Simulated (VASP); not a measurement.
# MnSb (P4/mmm) in VASP: reference runs

Reference runs on MnSb: the cell as given and a disturbed copy.

Everything below comes from runs of VASP 6.6.1. Logs are shortened: lines on timing, memory, paths and dates and some standing lists are left out, and cuts for length are marked.

## Step 1: The crystal as given

The structure is tetragonal, space group P4/mmm (No. 123). The conventional cell has a = 3.900 Å, b = 3.900 Å, c = 3.062 Å, α = 90.00°, β = 90.00°, γ = 90.00°. Mn (site symmetry 4/mmm) is surrounded by 4 Sb at 2.76 Å and 2 Mn at 3.06 Å. Around Sb (site symmetry 4/mmm) lie 4 Mn at 2.76 Å and 2 Sb at 3.06 Å.

The cell was built by a generator and needn't be a form met in nature.

## Step 2: Single point, PBE, collinear spin, ferromagnetic start

The input, INCAR:

```
SYSTEM = MnSb
PREC = Accurate
ENCUT = 520
EDIFF = 1E-7
ISMEAR = -1
SIGMA = 0.05
LREAL = .FALSE.
LASPH = .TRUE.
NELM = 100
ALGO = Normal
ISIF = 2
LWAVE = .FALSE.
LCHARG = .FALSE.
ISPIN = 2
MAGMOM = 4 0
LORBIT = 11
LMAXMIX = 4
GGA = PE
NBANDS = 20
```

The input, KPOINTS:

```
Automatic mesh
0
G
  7 7 9
  0 0 0
```

The input, POSCAR:

```
MnSb
1.0
    3.8998500000      0.0000000000      0.0000000000
    0.0000000000      3.8998500000      0.0000000000
    0.0000000000      0.0000000000      3.0617500000
Mn Sb
1 1
Direct
    0.0000000000      0.0000000000      0.5000000000
    0.5000000000      0.5000000000      0.5000000000
```

Potentials or basis: VASP PAW PBE potentials, release 64 (Mn_pv, Sb).

The run is started by

```
cat potpaw_PBE.64/Mn_pv/POTCAR potpaw_PBE.64/Sb/POTCAR > POTCAR
mpirun -np 1 vasp_std > vasp.out
```

OUTCAR:

```text
SYSTEM = MnSb
   PREC = Accurate
   ENCUT = 520
   EDIFF = 1E-7
   ISMEAR = -1
   LREAL = .FALSE.
   LASPH = .TRUE.
   NELM = 100
   ISIF = 2
   ISPIN = 2
   LORBIT = 11
   GGA = PE

 ion  position               nearest neighbor table
   1  0.000  0.000  0.500-   2 2.76   2 2.76   2 2.76   2 2.76
   2  0.500  0.500  0.500-   1 2.76   1 2.76   1 2.76   1 2.76

  LATTYP: Found a simple tetragonal cell.
 ALAT       =     3.8998500000
 C/A-ratio  =     0.7850942985

  Lattice vectors:

 A1 = (   3.8998500000,   0.0000000000,   0.0000000000)
 A2 = (   0.0000000000,   3.8998500000,   0.0000000000)
 A3 = (   0.0000000000,   0.0000000000,   3.0617500000)

Analysis of symmetry for initial positions (statically):
=====================================================================
 Subroutine PRICEL returns:
 Original cell was already a primitive cell.

 Routine SETGRP: Setting up the symmetry group for a
 simple tetragonal supercell.

 Subroutine GETGRP returns: Found 16 space group operations
 (whereof 16 operations were pure point group operations)
 out of a pool of 16 trial point group operations.

The static configuration has the point symmetry D_4h.

Analysis of symmetry for dynamics (positions and initial velocities):
=====================================================================
 Subroutine PRICEL returns:
 Original cell was already a primitive cell.

 Routine SETGRP: Setting up the symmetry group for a
 simple tetragonal supercell.

 Subroutine GETGRP returns: Found 16 space group operations
 (whereof 16 operations were pure point group operations)
 out of a pool of 16 trial point group operations.

The dynamic configuration has the point symmetry D_4h.

Analysis of structural, dynamic, and magnetic symmetry:
=====================================================================
 Subroutine PRICEL returns:
 Original cell was already a primitive cell.

 Routine SETGRP: Setting up the symmetry group for a
 simple tetragonal supercell.

 Subroutine GETGRP returns: Found 16 space group operations
 (whereof 16 operations were pure point group operations)
 out of a pool of 16 trial point group operations.

The overall configuration has the point symmetry D_4h.

 Subroutine INISYM returns: Found 16 space group operations
 (whereof 16 operations are pure point group operations),
 and found     1 'primitive' translations

----------------------------------------------------------------------------------------

                                     Primitive cell

  volume of cell :      46.5656

  direct lattice vectors                    reciprocal lattice vectors
     3.899850000  0.000000000  0.000000000     0.256420119  0.000000000  0.000000000
     0.000000000  3.899850000  0.000000000     0.000000000  0.256420119  0.000000000
     0.000000000  0.000000000  3.061750000     0.000000000  0.000000000  0.326610599

  length of vectors
     3.899850000  3.899850000  3.061750000     0.256420119  0.256420119  0.326610599

  position of ions in fractional coordinates (direct lattice)
     0.000000000  0.000000000  0.500000000
     0.500000000  0.500000000  0.500000000

  ion indices of the primitive-cell ions
   primitive index   ion index
                 1           1
                 2           2

----------------------------------------------------------------------------------------

 KPOINTS: Automatic mesh

Automatic generation of k-mesh.
 Grid dimensions read from file:
 generate k-points for:    7    7    9

 Generating k-lattice:

  Cartesian coordinates                     Fractional coordinates (reciprocal lattice)
     0.036631446  0.000000000  0.000000000     0.142857143  0.000000000  0.000000000
     0.000000000  0.036631446  0.000000000     0.000000000  0.142857143  0.000000000
     0.000000000  0.000000000  0.036290067     0.000000000  0.000000000  0.111111111

  Length of vectors
     0.036631446  0.036631446  0.036290067

  Shift w.r.t. Gamma in fractional coordinates (k-lattice)
     0.000000000  0.000000000  0.000000000

 Subroutine IBZKPT returns following result:
 ===========================================

 Found     50 irreducible k-points:

 Following reciprocal coordinates:
            Coordinates               Weight
  0.000000  0.000000  0.000000      1.000000
  0.142857  0.000000  0.000000      4.000000
  0.285714  0.000000  0.000000      4.000000
  0.428571  0.000000  0.000000      4.000000
  0.142857  0.142857  0.000000      4.000000
  0.285714  0.142857  0.000000      8.000000
[... 16 lines left out ...]
  0.285714  0.000000  0.222222      8.000000
  0.428571  0.000000  0.222222      8.000000
 [... further k-points ...]
   k-points           NKPTS =     50   k-points in BZ     NKDIM =     50   number of bands    NBANDS=     20
   number of dos      NEDOS =    301   number of ions     NIONS =      2
   total plane-waves  NPLWV =  21600
   dimension x,y,z NGX =    30 NGY =   30 NGZ =   24
   dimension x,y,z NGXF=    60 NGYF=   60 NGZF=   48
   ions per type =               1   1
   NGX,Y,Z   is equivalent  to a cutoff of  12.79, 12.79, 13.03 a.u.
   NGXF,Y,Z  is equivalent  to a cutoff of  25.58, 25.58, 26.06 a.u.
 SYSTEM =  MnSb
   PREC   = accura    normal or accurate (medium, high low for compatibility)
   ISTART =      0    job   : 0-new  1-cont  2-samecut
   ICHARG =      2    charge: 1-file 2-atom 10-const
   ISPIN  =      2    spin polarized calculation?
   LNONCOLLINEAR =      F non collinear calculations
   LSORBIT =      F    spin-orbit coupling
   LASPH  =      T    aspherical Exc in radial PAW
   ENCUT  =  520.0 eV  38.22 Ry    6.18 a.u.   7.25  7.25  5.69*2*pi/ulx,y,z
   NELM   =    100;   NELMIN=  2; NELMDL= -5     # of ELM steps
   EDIFF  = 0.1E-06   stopping-criterion for ELM
   LREAL  =      F    real-space projection
   EDIFFG = 0.1E-05   stopping-criterion for IOM
   NSW    =      0    number of steps for IOM
   IBRION =     -1    ionic relax: 0-MD 1-quasi-New 2-CG
   NFREE  =      0    steps in history (QN), initial steepest desc. (CG)
   ISIF   =      2    stress and relaxation
   ISYM   =      2    0-nonsym 1-usesym 2-fastsym
   POTIM  = 0.5000    time-step for ionic-motion
   TEBEG  =    0.0;   TEEND  =   0.0 temperature during run
   PSTRESS=    0.0 pullay stress
   NELECT =      18.0000    total number of electrons
   NUPDOWN=      -1.0000    fix difference up-down
   EMIN   =  10.00;   EMAX   =-10.00  energy-range for DOS
   EFERMI =   0.00;   METHOD = LEGACY
   ISMEAR =    -1;   SIGMA  =   0.05  broadening in eV -4-tet -1-fermi 0-gaus
   EFERMI_NEDOS =   21; number of points for ismear=-14 and -15
   IALGO  =     38    algorithm
   IMIX   =      4    mixing-type and parameters
     AMIX     =   0.40;   BMIX     =  1.00
     AMIX_MAG =   1.60;   BMIX_MAG =  1.00
  volume/ion in A,a.u.               =      23.28       157.12
  Fermi-wavevector in a.u.,A,eV,Ry     =   1.192552  2.253596 19.349922  1.422179
  Thomas-Fermi vector in A             =   2.328587
   LORBIT       =     11    0 simple, 1 ext, 2 COOP (PROOUT), +10 PAW based schemes
   GGA     = PE    functional components
   LHFCALC =     F    Hartree Fock is set to
   AEXX    =    0.0000 exact exchange contribution
   IVDW    =     0    specifies the selected vdW correction
   LEPSILON=     F    determine dielectric tensor
   LRPA    =     F    only Hartree local field effects (RPA)
 spin polarized calculation
  energy-cutoff  :      520.00
  volume of cell :       46.57
 maximum number of plane-waves:      1275
 NGX is ok and might be reduce to    30
   NGX = 15   NGY = 15   NGZ = 11

 number of electron      17.9999982 magnetization       3.8122185

 Free energy of the ion-electron system (eV)
  ---------------------------------------------------
  ext. energy  EPLUGINS =         0.00000000
  ---------------------------------------------------
  free energy    TOTEN  =       -12.29155209 eV

  energy without entropy =      -12.28260586  energy(sigma->0) =      -12.28707897

 E-fermi :   7.0147     XC(G=0): -10.2486

 val. band max:        7.0117614585   @ k =   0.0000   0.0000   0.3333
 cond. band min:       7.0448540192   @ k =   0.4286   0.0000   0.2222
 fundamental gap:      0.0330925607
 Fermi energy:         7.0147393528

 spin component 1

 k-point     1 :       0.0000    0.0000    0.0000
  band No.  band energies     occupation
      1     -43.0077      1.00000
      2     -43.0077      1.00000
      3     -42.8681      1.00000
      4      -4.6309      1.00000
      5       3.7283      1.00000
      6       3.9016      1.00000
[... 12 lines left out ...]
     19      22.0024      0.00000
     20      22.0807      0.00000
[... 507 lines left out ...]
 k-point    24 :       0.4286    0.0000    0.2222
  band No.  band energies     occupation
      1     -43.0081      1.00000
      2     -43.0055      1.00000
      3     -42.8843      1.00000
      4      -2.8752      1.00000
      5       1.5525      1.00000
      6       3.5342      1.00000
[... 12 lines left out ...]
     19      19.9597      0.00000
     20      21.8728      0.00000

 [... further k-points ...]

 spin component 2

 k-point     1 :       0.0000    0.0000    0.0000
  band No.  band energies     occupation
      1     -39.1686      1.00000
      2     -39.1686      1.00000
      3     -38.9828      1.00000
      4      -4.5777      1.00000
      5       5.8702      1.00000
      6       5.8702      1.00000
[... 12 lines left out ...]
     19      22.5404      0.00000
     20      22.5653      0.00000
[... 507 lines left out ...]
 k-point    24 :       0.4286    0.0000    0.2222
  band No.  band energies     occupation
      1     -39.1695      1.00000
      2     -39.1659      1.00000
      3     -39.0024      1.00000
      4      -2.9057      1.00000
      5       2.0588      1.00000
      6       5.2141      1.00000
[... 12 lines left out ...]
     19      20.2247      0.00000
     20      22.0339      0.00000

 [... further k-points ...]

------------------------ aborting loop because EDIFF is reached ----------------------------------------

  FORCE on cell =-STRESS in cart. coord.  units (eV):
  Direction    XX          YY          ZZ          XY          YZ          ZX
  --------------------------------------------------------------------------------------
  -------------------------------------------------------------------------------------
  Total       -0.1251465     -0.1251465     -0.1697170      0.0000000      0.0000000      0.0000000
  in kB       -4.3058999     -4.3058999     -5.8394284      0.0000000      0.0000000      0.0000000
  external PRESSURE =      -4.8170761 kB  Pullay stress =       0.0000000 kB

 VOLUME and BASIS-vectors are now :
 -----------------------------------------------------------------------------
  energy-cutoff  :      520.00
  volume of cell :       46.57
      direct lattice vectors                 reciprocal lattice vectors
     3.899850000  0.000000000  0.000000000     0.256420119  0.000000000  0.000000000
     0.000000000  3.899850000  0.000000000     0.000000000  0.256420119  0.000000000
     0.000000000  0.000000000  3.061750000     0.000000000  0.000000000  0.326610599

 POSITION                                       TOTAL-FORCE (eV/Angst)
 -----------------------------------------------------------------------------------
      0.00000      0.00000      1.53087         0.000000      0.000000      0.000000
      1.94992      1.94992      1.53087         0.000000      0.000000      0.000000
 -----------------------------------------------------------------------------------
    total drift:                               -0.000000     -0.000000      0.000000

  FREE ENERGIE OF THE ION-ELECTRON SYSTEM (eV)
  ---------------------------------------------------
  free  energy   TOTEN  =       -12.2915520867 eV

  energy  without entropy=      -12.2826058579  energy(sigma->0) =      -12.28707897

 total charge

# of ion       s       p       d       tot
------------------------------------------
    1        0.289   6.152   5.017  11.457
    2        1.167   1.254   0.038   2.460
--------------------------------------------------
tot          1.456   7.406   5.055  13.917

 magnetization (x)

# of ion       s       p       d       tot
------------------------------------------
    1        0.052   0.027   3.597   3.675
    2        0.001  -0.088   0.008  -0.080
--------------------------------------------------
tot          0.053  -0.061   3.604   3.596
```

Wall time 54 s (1 thread of AMD EPYC 9R45 (Zen 5), shared host); peak memory 0.19 GiB.

Results:

```
Free energy                                           : -12.2916 eV
Pressure                                              : -0.5 GPa
Band gap on the k mesh                                : none (metal or under the smearing width)
Net moment                                            : 3.81 μB per cell
Site moments                                          : Mn +3.67; Sb -0.08 μB
Valence electrons inside the program's atomic spheres : Mn 11.46; Sb 2.46
```

Caveat: a cell with one magnetic atom can't hold antiferromagnetic order, which such compounds often take. The run has no spin-orbit coupling, so splittings on Sb are missing.

[end of part 1 of 2]
